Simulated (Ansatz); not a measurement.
## Levels of theory for SnGe2 (ordering on diamond)

All numbers come from Ansatz 0.2.0. Note: simulated data, non-magnetic, for a generated structure that need not be the stable one.

An ordered 6-atom cell of SnGe2 on the diamond lattice (P-3m1), relaxed with r2SCAN. Space group P-3m1 (No. 164), trigonal; conventional cell a = 4.240 Å, c = 10.347 Å, 26.85 Å³ an atom. Around Ge lie 4 Ge at 2.46–2.55 Å; around Ge lie 1 Ge at 2.46 Å and 3 Sn at 2.62 Å; around Sn lie 3 Ge at 2.62 Å and 1 Sn at 2.83 Å.

```cif
data_structure
_symmetry_space_group_name_H-M 'P-3m1'
_symmetry_Int_Tables_number 164
_cell_length_a 4.2399
_cell_length_b 4.2399
_cell_length_c 10.3473
_cell_angle_alpha 90.000
_cell_angle_beta 90.000
_cell_angle_gamma 120.000
_cell_volume 161.09
loop_
_atom_site_label
_atom_site_type_symbol
_atom_site_symmetry_multiplicity
_atom_site_Wyckoff_symbol
_atom_site_fract_x
_atom_site_fract_y
_atom_site_fract_z
_atom_site_occupancy
Ge1 Ge 2 d 0.66667 0.33333 0.53528 1
Ge2 Ge 2 d 0.33333 0.66667 0.22720 1
Sn1 Sn 2 c 0.00000 0.00000 0.86310 1
```

Relaxed lattice by functional, symmetry kept:
```tsv
functional	k mesh	a (Å)	c (Å)	volume (Å³/atom)
PBE	6×6×2	4.307	10.475	28.05
r2SCAN	6×6×2	4.240	10.347	26.85
```

Band edges at fixed r2SCAN geometry:
```json
{"level": "PBE", "k mesh": "12×12×4", "gap (eV)": "none (overlap 0.41)", "kind": "–", "edges": "–", "least direct gap (eV)": "–", "rough cost": "50 core-seconds"}
{"level": "PBE+SOC", "k mesh": "12×12×4", "gap (eV)": "none (overlap 0.18)", "kind": "–", "edges": "–", "least direct gap (eV)": "–", "rough cost": "4 core-minutes"}
{"level": "r2SCAN", "k mesh": "12×12×4", "gap (eV)": "none (overlap 0.44)", "kind": "–", "edges": "–", "least direct gap (eV)": "–", "rough cost": "60 core-seconds"}
```
All runs use a smearing of 0.02 eV.
Wave cutoffs: 420 eV, 500 eV (r2SCAN).
Costs come from shared machines and give only the order; PBE's includes the band path. The runs had 4 threads of Intel(R) Xeon(R) Platinum 8259CL CPU @ 2.50GHz (Skylake/Cascade Lake), with other jobs on the host.

r2SCAN gives no gap: the lowest nominally empty band dips 0.44 eV below the top of the last filled one (its bottom at A, the top at Γ), so the cell is a metal or semimetal at this level. With PBE+SOC the bands overlap by 0.18 eV (counted from 1, band 84 peaks at Γ and band 85 bottoms out at A): no gap.

No level opens a gap, but no hybrid is among them, and semilocal functionals can close a real gap.

Only the levels marked +SOC include spin-orbit coupling.
